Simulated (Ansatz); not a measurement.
# ZnS (F-43m) in Ansatz: reference runs

How does ZnS come out in PBE? The cell is run as given and disturbed.

Everything below comes from runs of Ansatz 0.2.0. Logs are shortened: lines on timing, memory, paths and dates and some standing lists are left out, and cuts for length are marked.

**Measured values to compare with.**

From “Electronic, vibrational, and thermodynamic properties of ZnS (zincblende and rocksalt structure)”, 2009, arxiv:0911.5022, for a bulk crystal of ZnS at 19 K: band gap 3.85 eV (direct).

How close the calculation comes is told below.

## (1) Starting point

The structure is cubic, space group F-43m (No. 216). The conventional cell has a = 5.404 Å, b = 5.404 Å, c = 5.404 Å, α = 90.00°, β = 90.00°, γ = 90.00°. Zn (site symmetry -43m) is surrounded by 4 S at 2.34 Å. Around S (site symmetry -43m) lie 4 Zn at 2.34 Å.

## (2) Single point, PBE

Input file input.yaml:

```yaml
crystal:
  lattice:
    - [0.0, 2.702, 2.702]
    - [2.702, 0.0, 2.702]
    - [2.702, 2.702, 0.0]
  atoms:
    - { symbol: Zn, position: [0.75, 0.75, 0.75] }
    - { symbol: S, position: [0.0, 0.0, 0.0] }
hamiltonian:
  xc: pbe
  pseudopotentials: { kind: paw }
kpoints:
  mp_grid: { grid: [9, 9, 9] }
scf:
  occupations: { method: fermi_dirac, width: 0.05 }
output:
  forces: true
  stress: true
  eigenvalues: true
```

Potentials or basis: Ansatz PAW.

Started as:

```console
$ ansatz run input.yaml --threads 1 --pin off --max-ram 2560MiB --backend cpu --events-out ev --progress --plain --runs-dir out
```

Log:

```text
Warning: RAYON_NUM_THREADS=1 ignored (pool sized by the plan → 1); use --threads N
Engine: ansatz 0.2.0, aarch64-unknown-linux-gnu
Pseudopotentials: kind: paw
Pseudopotential: Zn, paw, valence charge 12, recommended cutoff 420 eV (normal), Zn.paw.azcp
Pseudopotential: S, paw, valence charge 6, recommended cutoff 420 eV (normal), S.paw.azcp
Functional definition: PBE
  parameter kappa = 0.804
  parameter beta = 0.06672455060314922
  exchange = pbe_x(kappa = kappa, mu = beta*pi^2/3)
  correlation = pbe_c(beta = beta)
Crystal: 2 atoms, lattice volume = 39.454 Å³
Basis set: ecut = 420 eV, 749 PW (Γ), exchange–correlation on 54×54×54 points (8 copies of the dense FFT grid, shifted against one another)
Bands: 13, of which v1, the nominal top of the filled ones, is band 9 counted from 1 (8 counted from 0)
Symmetry: 24 space group operations
Space group: F-43m (ITA 216), of the structure as read, at distance tolerance 3.4e-5 Å
k-points: 35 of 729 (time reversal used)
Non-local potential: Zn, projectors of the file, l = 0: 2, l = 1: 2, l = 2: 3, l = 3: 1
Non-local potential: S, projectors of the file, l = 0: 2, l = 1: 2, l = 2: 2
PAW form: soft (Blöchl's): semilocal exchange-correlation on the pseudo side does not see the compensation charge
PAW one-centre angular grid: Zn, 590 points (default); XC on 64 Gauss nodes
PAW one-centre angular grid: S, 110 points (default); XC on 64 Gauss nodes
Initial density: superposition of atomic densities (neutral atoms: chi_scale 0, normalization atom), corrected by the library's trained network
Initial wavefunctions: pseudopotential atomic-orbital guess
Functional: x = pbe(κ = 0.804, μ = 0.2195149727645171), c = pbe(β = 0.06672455060314922)
SCF iter   1: F=—  HF=-4222.729839 eV  |F-HF|=—  |Δ(HF+E_count)|=         —  Δρ=6.06e-4  dr2=1.91e-4  ethr=1.77e-3  ⟨swp⟩=5.2  Hψ=2638  notcnv=0
preconditioner: auto → none  [insulator: Δε(μ)=2.102 eV  Ē_g=12.202 eV  σ=0.050 eV  W_gap=1.00  n_scr=14 (ndim 8)  ℏωp=25.1 eV  f_vac=0.026  D(μ)=0.00/eV (n_scr^D=0)  ε∞_Penn≈5.2]
SCF iter   2: F=—  HF=-4222.730071 eV  |F-HF|=—  |Δ(HF+E_count)|=   2.32e-4  Δρ=5.20e-4  dr2=4.85e-5  ethr=1.06e-6  ⟨swp⟩=2.4  Hψ=1107  notcnv=0
SCF iter   3: F=—  HF=-4222.730087 eV  |F-HF|=—  |Δ(HF+E_count)|=   1.57e-5  Δρ=1.64e-4  dr2=7.54e-6  ethr=2.69e-7  ⟨swp⟩=2.0  Hψ=735  notcnv=0
SCF iter   4: F=—  HF=-4222.730094 eV  |F-HF|=—  |Δ(HF+E_count)|=   6.96e-6  Δρ=7.09e-5  dr2=9.36e-7  ethr=4.19e-8  ⟨swp⟩=2.0  Hψ=735  notcnv=0
SCF iter   5: F=—  HF=-4222.730097 eV  |F-HF|=—  |Δ(HF+E_count)|=   3.54e-6  Δρ=3.22e-5  dr2=2.70e-7  ethr=5.20e-9  ⟨swp⟩=2.0  Hψ=770  notcnv=0
SCF iter   6: F=-4222.730098 eV  HF=-4222.730098 eV  |F-HF|=7.75e-9  |Δ(HF+E_count)|=   4.65e-7  Δρ=3.48e-6  dr2=1.99e-9  ethr=5.56e-10  ⟨swp⟩=5.3  Hψ=2233  notcnv=0
SCF 1 converged in 6 iterations: F = -4222.730098 eV  dr2 = 1.99e-9
SCF converged after 6 iterations
Free energy (F): -4222.730098 eV
Harris-Foulkes:  -4222.730098 eV  (|F-HF|=7.75e-9)
Internal energy: -4222.730098 eV  (E = F + TS)
E sigma→0 (E₀):  -4222.730098 eV
Fermi energy:    6.881853 eV
--- Per-component energies (eV) ---
  E_band       = 5.104337
  E_kinetic    = 238.363501
  E_local      = -2040.908821  (includes V_loc(G=0)·N_el)
  E_nonlocal   = 642.720417
  E_hartree    = 853.402501
  E_xc         = -234.430179
  E_vxc        = -139.592010  (∫ρ·V_xc dr)
  E_paw        = -2428.497861  (= ΣΔE_a)
  E_vpaw       = -402.283786  (= ΣTr[D̂ρ^β])
  E_aug_tail   = -0.000361  (compensation charges beyond the density's cutoff)
  E_ewald      = -1253.379294
  E_smearing   = -0.000000  (= −TS)
  E_closure    = -0.000000  (closes the sum)
  Σ components = -4222.730098   (vs F -4222.730098, Δ=0.00e0)
--- Forces (eV/Å), atoms counted from 1 ---
  atom   1  Zn     0.00000000     0.00000000     0.00000000
  atom   2  S     -0.00000000     0.00000000    -0.00000000
  max |Σ_I F_I| component: 5.55e-17 eV/Å
--- Stress (GPa, compression-positive) ---
        1.597810      -0.000000      -0.000000
       -0.000000       1.597810       0.000000
       -0.000000       0.000000       1.597810
  P = ⅓ Tr σ = 1.5978 GPa (15.978 kbar)
--- Band table (eV; the first three rows and the last of 35) ---
  k-point 0: bands = ["-7.3563", "-0.5481", "-0.5481", "-0.5481", "-0.0477", "-0.0477", "5.7867", "5.7867", "5.7867", "7.8961", "12.1563", "12.1563", "12.1563"]
  k-point 1: bands = ["-7.2633", "-0.5479", "-0.5313", "-0.5313", "-0.0492", "-0.0492", "4.8556", "5.6682", "5.6682", "8.6013", "12.0637", "12.3614", "12.3614"]
  k-point 2: bands = ["-7.0125", "-0.5196", "-0.4916", "-0.4916", "-0.0481", "-0.0481", "3.3339", "5.3932", "5.3932", "9.2197", "12.4594", "12.7231", "12.7231"]
  k-point 34: bands = ["-6.1347", "-0.4182", "-0.2859", "-0.1236", "-0.0609", "0.3012", "1.2346", "2.8932", "3.4163", "11.3561", "11.6886", "13.2678", "14.7809"]
```

It took 2 s on 1 thread of Arm Neoverse V1, shared host; peak memory 0.29 GiB.

Results:

- Free energy: -4222.7301 eV
- Pressure: 1.6 GPa
- Band gap on the k mesh: 2.11 eV, direct

Caveat: odd divisions of the mesh miss points on the zone boundary, where band edges often lie, so the gap on the mesh can be too wide.

## (3) Single point, PBE (atoms moved at random, drawn with an rms of 0.05 Å)

input.yaml: that of step 2 with these lines changed.

```diff
@@ -6,4 +6,4 @@
   atoms:
-    - { symbol: Zn, position: [0.75, 0.75, 0.75] }
-    - { symbol: S, position: [0.0, 0.0, 0.0] }
+    - { symbol: Zn, position: [0.739719, 0.743732, 0.747796] }
+    - { symbol: S, position: [-0.009039, 0.011854, -0.011851] }
 hamiltonian:
```

Potentials or basis: Ansatz PAW.

Started as:

```console
$ ansatz run input.yaml --threads 1 --pin off --max-ram 2560MiB --backend cpu --events-out ev --progress --plain --runs-dir out
```

Run time: 18 s. Hardware: 1 thread of Arm Neoverse V1, shared host; peak memory 0.49 GiB.

The run converged. Its results:

```yaml
Free_energy: -4222.7185 eV
Pressure: 1.7 GPa
Largest_force: 0.389 eV/Å
Band_gap_on_the_k_mesh: 2.07 eV, direct
```

Forces in eV/Å, atoms in the order of the input:
```
Zn   0.162 -0.161  0.315
S   -0.162  0.161 -0.315
```

Stress tensor (GPa, compression positive):
```
 1.76 -1.26  0.63
-1.26  1.76 -0.64
 0.63 -0.64  1.68
```

Levels at points of the mesh, in eV from the valence-band top:
```csv
k point,band 6,band 7,band 8,band 9,band 10,band 11,band 12,band 13
"(0.00, 0.00, 0.00)",-5.88,-0.11,-0.02,0.00,2.07,6.31,6.32,6.38
```

Caveat: odd divisions of the mesh miss points on the zone boundary, where band edges often lie, so the gap on the mesh can be too wide.

## (4) Against experiment

Step 2. Against the measured gap of ZnS, 3.85 eV (direct; 19 K; quoted in “Electronic, vibrational, and thermodynamic properties of ZnS (zincblende and rocksalt structure)”, 2009, arxiv:0911.5022), the calculated 2.11 eV is off by -1.74 eV. The value is that of PBE, without temperature or zero-point motion. Semilocal functionals fall short of measured gaps as a rule.
